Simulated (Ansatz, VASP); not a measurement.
Co: VASP beside Ansatz

```
CELL_PARAMETERS angstrom
-1.43457 1.43457 1.43457
1.43457 -1.43457 1.43457
1.43457 1.43457 -1.43457
ATOMIC_POSITIONS crystal
Co 0.00000 0.00000 0.00000
```

Alike in both runs: task single point; functional revPBE; k mesh 17 × 17 × 17; occupations fermi-dirac, width 0.05 eV; collinear spin.

|  | VASP | Ansatz |
| --- | --- | --- |
| version | VASP 6.6.1 | Ansatz 0.2.0 |
| potentials or method | VASP PAW PBE potentials, release 64 (Co) | plane waves (420 eV) with PAW, scalar-relativistic |
| plane-wave cutoff (eV) | 520 | 420 |
| valence electrons in the cell | 9 | 17 |

|  | VASP | Ansatz | Ansatz less VASP |
| --- | --- | --- | --- |
| pressure (GPa) | -7.7 | -7.3 | +0.47 |
| net moment per atom (μB) | 1.77 | 1.79 | +0.021 |
| size of the moment on the site where the two differ most (μB) | 1.80 | 1.87 | +0.064 |

Site moments also hang on the region over which each program counts them. The two sets of potentials don't hold the same shells in valence.

Caveats: the PAW data sets were made with another functional, which shifts forces and pressure a little (VASP).
